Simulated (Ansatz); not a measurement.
Relaxed BeO (wurtzite):

```
CELL_PARAMETERS angstrom
      2.71181     0.00000     0.00000
     -1.35591     2.34850     0.00000
      0.00000     0.00000     4.40456
ATOMIC_POSITIONS crystal
  Be 0.66667 0.33333 0.00149
  Be 0.33333 0.66667 0.50149
  O  0.66667 0.33333 0.62371
  O  0.33333 0.66667 0.12371
```

Method: PBE (plane waves to 420 eV, PAW, scalar-relativistic; Ansatz, a quantum-chemistry and plane-wave program). k mesh 11×11×6 (Γ-centred), Fermi-Dirac smearing 0.05 eV. BeO was relaxed with its symmetry unable to fall.

One atom of the cell was then moved (with its periodic images), all else fixed, and the forces (eV/Å) came out as:

| atom | Fx | Fy | Fz |
|---|---|---|---|
| Be1 | -0.051 | -0.019 | -0.020 |
| Be2 | 2.322 | 0.814 | -0.543 |
| O3 | -1.912 | -0.793 | 0.500 |
| O4 | -0.359 | -0.002 | 0.063 |

### Question
Which atom was moved, and by which vector (Å)?

### Answer
Be2, by (-0.20, 0.00, 0.00), 0.20 Å in all.

(A displaced cell: forces are minus the slopes of the energy, force constants its curvatures, and phonons follow from these.)
